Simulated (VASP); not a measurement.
Input of a VASP 6.6.1 run:

The input INCAR:

```
SYSTEM = Zn
  PREC = Accurate
  ENCUT = 520
  EDIFF = 1E-7
  ISMEAR = -1
  SIGMA = 0.05
  LREAL = .FALSE.
  LASPH = .TRUE.
  NELM = 60
  ALGO = Normal
  ISIF = 2
  LWAVE = .FALSE.
  LCHARG = .FALSE.
  GGA = PE
  NBANDS = 12
```

Contents of KPOINTS:

```
regular mesh
0
G
  12 12 12
  0 0 0
```

POSCAR

```
Zn
1.0
   -1.5271390000      1.5617310000      1.5269050000
    1.4864710000     -1.6587790000      1.5832850000
    1.5658470000      1.6974880000     -1.6239530000
Zn
1
Direct
    0.0197600000     -0.0046890000      0.0109340000
```

Potentials or basis: VASP PAW PBE potentials, release 64 (Zn).

Run with:

```sh
$ cat potpaw_PBE.64/Zn/POTCAR > POTCAR
$ mpirun -np 1 vasp_std > vasp.out
```

Question: What does it give for the band gap on the k mesh?

Answer: None (metal or under the smearing width).

Question: Estimate the pressure.

Answer: 0.2 GPa.

Stress tensor (GPa, compression positive):
```
-0.96  0.53  0.25
 0.53  0.84 -1.18
 0.25 -1.18  0.67
```
